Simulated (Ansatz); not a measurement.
ZnS (P4_2/mnm)

Theory: Ansatz 0.2.0, DFT PBE, scalar-relativistic, plane waves, PAW.

Plane waves to 420 eV, a k mesh through Γ of 4×4×8 on the computed 8-atom cell and Gaussian smearing (0.02 eV); no spin polarisation.

The structure is relaxed at this level of theory with its symmetry kept, and needn't be the ground state of this composition.

Space group P4_2/mnm (No. 136), tetragonal, a = 6.630 Å, c = 3.862 Å. Around Zn lie 4 S at 2.33–2.39 Å; S has 4 Zn at 2.33–2.39 Å.

| Quantity | Value |
| --- | --- |
| Volume per atom | 21.22 Å³ |
| Formation energy from the elements' standard states (uncorrected) | -0.781 eV/atom |
| Kohn–Sham band gap | 2.17 eV |
| Orbital (Löwdin) character of the top 1 eV of the valence band | S 3p 88 %, Zn 3d 8 % |
| Orbital (Löwdin) character of the lowest 1 eV of the conduction band | Zn 4s 57 %, S 3s 24 %, S 3p 15 %, unprojected 4 % |
| Bader charge by site (e) | Zn (4 in the cell) 0.90, S (4 in the cell) -0.90 |

The cell was found from a structure generator's guess, not taken from experiment. Kohn–Sham gaps at this level usually fall short of measured ones. Löwdin shares on free-atom orbitals overweight diffuse shells in the empty bands.
